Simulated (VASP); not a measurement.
Input of a VASP 6.6.1 run:

The input INCAR:

```
  ALGO = Fast
  EDIFF = 1E-7
  ENCUT = 500
  GGA = PS
  ISIF = 2
  ISMEAR = 0
  LASPH = True
  LCHARG = True
  LELF = True
  LREAL = False
  LVHAR = True
  LWAVE = False
  NBANDS = 12
  NELM = 80
  PREC = Accurate
  SIGMA = 0.1
```

KPOINTS

```
k-points
0
Gamma
  10 10 9
```

POSCAR

```
WC
2.9065
    1.000000000000      0.000000000000      0.000000000000
   -0.500000000000      0.866025403785      0.000000000000
    0.000000000000      0.000000000000      0.975950455875
W C
1 1
Direct
    0.0000000000      0.0000000000      0.0000000000
    0.6666666667      0.3333333333      0.5000000000
```

Potentials or basis: VASP PAW PBE potentials, release 64 (W, C).

The run is started by

```console
$ cat potpaw_PBE.64/W/POTCAR potpaw_PBE.64/C/POTCAR > POTCAR
$ mpirun -np 1 vasp_std > vasp.out
```

**Question.** What does it give for the band gap on the k mesh?

**Answer.** None (metal or under the smearing width).

**Question.** Predict the pressure.

**Answer.** -4.0 GPa.

Stress tensor (GPa, compression positive):
```
-3.67  0.00  0.00
 0.00 -3.67  0.00
 0.00  0.00 -4.69
```

Caveat: the PAW data sets were made with another functional, which shifts forces and pressure a little. The run has no spin-orbit coupling, so splittings on W are missing.
